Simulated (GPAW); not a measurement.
Input of a GPAW 26.7.0 run:

Contents of run.py:

```python
from ase import Atoms
from ase.dft.bandgap import bandgap
from ase.io import write
from ase.units import GPa
from gpaw import GPAW, PW

atoms = Atoms(['Ba', 'Ti', 'O', 'O', 'O'],
              cell=[[3.9855, 0.0, 0.0],
                    [0.0, 2.8369, 2.84515],
                    [0.0, -2.8369, 2.84515]],
              scaled_positions=[[0.0, 0.0, 0.0],
                                [0.5, 0.5124, 0.5124],
                                [0.5, 0.99184, 0.50524],
                                [0.5, 0.50524, 0.99184],
                                [0.0, 0.4874, 0.4874]],
              pbc=True)

calc = GPAW(mode=PW(800),
            xc='MGGA_X_R2SCAN+MGGA_C_R2SCAN',
            kpts={'size': (5, 5, 5), 'gamma': True},
            occupations={'name': 'fermi-dirac', 'width': 0.05},
            nbands=36,
            convergence={'density': 1e-05, 'energy': 1e-05},
            maxiter=150,
            txt='gpaw.txt')
atoms.calc = calc
energy = atoms.get_potential_energy()
forces = atoms.get_forces()
stress = atoms.get_stress()
calc.write('gs.gpw')
write('result.traj', atoms)
print(f'Energy: {energy:.6f} eV')
print('Forces (eV/A):')
print(forces.round(4))
print('Stress (GPa):', (stress / GPa).round(3))
print('Fermi level:', round(calc.get_fermi_level(), 4), 'eV')
print(f'Gap: {bandgap(calc)[0]:.4f} eV, direct: {bandgap(calc, direct=True)[0]:.4f} eV')

path = atoms.cell.bandpath('GXSRAZGYX1A1TY,ZT', npoints=60, eps=1e-4)
bs_calc = calc.fixed_density(kpts=path, symmetry='off', nbands=53,
                             convergence={'bands': 'CBM+6.0', 'eigenstates': 1e-6}, txt='bands.txt')
bs = bs_calc.band_structure()
bs.write('bs.json')
print(f'Gap on the path: {bandgap(bs_calc)[0]:.4f} eV')
```

Potentials or basis: GPAW PAW data sets (gpaw-data 1.2.1), pw.

Run with:

```sh
$ OMP_NUM_THREADS=1 python run.py
```

(1) Estimate the band gap on the k mesh.

(2) Predict the band gap along the path.

Answers

(1) 2.39 eV, indirect (least direct gap 2.46 eV).

(2) 2.25 eV, indirect (least direct gap 2.46 eV).

Caveat: the PAW data sets were made with another functional, which shifts forces and pressure a little; spin-orbit coupling is left out, which moves the levels of the heavy elements; the mesh misses the band edges, which the band path finds closer together.
